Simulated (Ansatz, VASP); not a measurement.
# P: VASP beside Ansatz

```xyz
1
Lattice="0.0000 1.9317 1.9317 1.9317 0.0000 1.9317 1.9317 1.9317 0.0000" Properties=species:S:1:pos:R:3 pbc="T T T"
P     0.0000    0.0000    0.0000
```

Alike in both runs: task single point; functional LDA; k mesh 16 × 16 × 16; occupations fermi-dirac, width 0.1 eV; no spin polarisation.

|  | VASP | Ansatz |
| --- | --- | --- |
| version | VASP 6.6.1 | Ansatz 0.2.0 |
| potentials or method | VASP PAW LDA potentials, release 64 (P) | plane waves (420 eV) with PAW, scalar-relativistic |
| plane-wave cutoff (eV) | 520 | 420 |
| valence electrons in the cell | 5 | 5 |

```csv
,VASP,Ansatz,Ansatz less VASP
pressure (GPa),-3.3,-3.3,+0.06
```

Ansatz warned: «pseudo_functional_mismatch».
